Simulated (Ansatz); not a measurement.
Write the native input for Ansatz 0.2.0 that does the following.

```
Task                : single point
Functional          : PBEsol
Potentials or basis : Ansatz PAW
Cutoff              : 420 eV (not typed: the program's choice for these potentials)
k mesh              : 11 × 11 × 11
Occupations         : fermi-dirac, width 0.05 eV
Spin                : collinear spin, ferromagnetic start
Starting moments    : [3.5, 0.0] μB
```

CoO:

```
Co O
1.0
     1.50547    0.86918    2.43993
    -1.50547    0.86918    2.43993
     0.00000   -1.73837    2.43993
Co O
1 1
Direct
  0.00000 0.00000 0.00000
  0.50000 0.50000 0.50000
```

The cell is a database's computed one.

These files were run (other wordings do the same):

input.yaml

```yaml
crystal:
  lattice:
    - [1.5054695445, 0.8691832468, 2.4399269062]
    - [-1.5054695445, 0.8691832468, 2.4399269062]
    - [0.0, -1.7383664936, 2.4399269062]
  atoms:
    - { symbol: Co, position: [0.0, 0.0, 0.0], spin: 3.5 }
    - { symbol: O, position: [0.5, 0.5, 0.5] }
hamiltonian:
  xc: pbesol
  pseudopotentials: { kind: paw }
magnetization:
  spin_polarized: true
kpoints:
  mp_grid: { grid: [11, 11, 11] }
scf:
  occupations: { method: fermi_dirac, width: 0.05 }
output:
  forces: true
  stress: true
  eigenvalues: true
```

Potentials or basis: Ansatz PAW.

The run is started by

```bash
$ ansatz run input.yaml --threads 2 --pin off --max-ram 5632MiB --backend cpu --events-out ev --progress --plain --runs-dir out
```

It gave:

```json
{
  "Pressure": "-9.1 GPa",
  "Band gap on the k mesh": "none (metal or under the smearing width)",
  "Net moment": "2.94 μB per cell",
  "Absolute moment": "2.95 μB per cell",
  "Site moments": "Co +2.49; O +0.34 μB"
}
```

Caveat: the pressure holds a Pulay correction of +0.8 GPa for the finite cutoff; a cell with one magnetic atom can't hold antiferromagnetic order, which such compounds often take; semilocal functionals often make such compounds metallic where correlation or magnetic order opens a gap, which also shifts bond lengths; the PAW data sets come from PBE, with cores solved anew for the run's functional, which leaves a small shift of forces and pressure.

It took 3.5 s on 2 threads of Intel(R) Xeon(R) Platinum 8488C (Sapphire Rapids), on a shared host, peak memory 0.42 GiB.
